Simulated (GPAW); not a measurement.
InGaAs2:

```
In As Ga
1.0
     4.22500    0.00000    0.00000
     0.00000    4.22500    0.00000
     0.00000    0.00000    5.96215
In As Ga
1 2 1
Cartesian
  0.0000 0.0000 2.9811
  0.0000 2.1125 1.3804
  2.1125 0.0000 4.5818
  2.1125 2.1125 0.0000
```

The cell comes from a database or a generator and needn't be the stable form of this composition.

- Program: GPAW 26.7.0
- Task: relaxation of cell and atoms
- Functional: PBEsol
- Dispersion: D3(BJ)+ATM
- Potentials or basis: PAW data sets generated in the run's folder for this functional
- Cutoff: 600 eV
- Basis: pw
- k mesh: 6 × 6 × 4
- Occupations: fermi-dirac, width 0.05 eV
- Spin: no spin polarisation

At the start: pressure -4.0 GPa; volume 26.61 Å³/atom.

Q: Where does the relaxation end?

A: Over 6 steps the energy falls by 23.6 meV/atom and the volume is 24.81 Å³/atom (-6.8 %); space group P-4m2 (No. 115, to 0.05 Å).

Step by step:
| step | energy change (eV) | largest force (eV/Å) | pressure (GPa) | volume (Å³) |
| --- | --- | --- | --- | --- |
| 1 | 0.0000 | 0.0466 | -3.99 | 106.43 |
| 2 | -0.0179 | 0.0356 | -3.64 | 105.67 |
| 3 | -0.0934 | 0.0752 | 0.38 | 98.69 |
| 4 | -0.0943 | 0.0532 | -0.04 | 99.31 |
| 5 | -0.0943 | 0.0436 | -0.03 | 99.30 |
| 6 | -0.0945 | 0.0040 | 0.00 | 99.23 |

Final structure:
```
In As Ga
1.0
     4.12462    0.00000    0.00000
     0.00000    4.12462    0.00000
     0.00000    0.00000    5.83277
In As Ga
1 2 1
Direct
  0.00000 0.00000 0.50000
  0.00000 0.50000 0.23150
  0.50000 0.00000 0.76850
  0.50000 0.50000 0.00000
```

Caveat: later steps reuse the first step's grids; pairwise dispersion overbinds metals, which lowers pressure and volume.
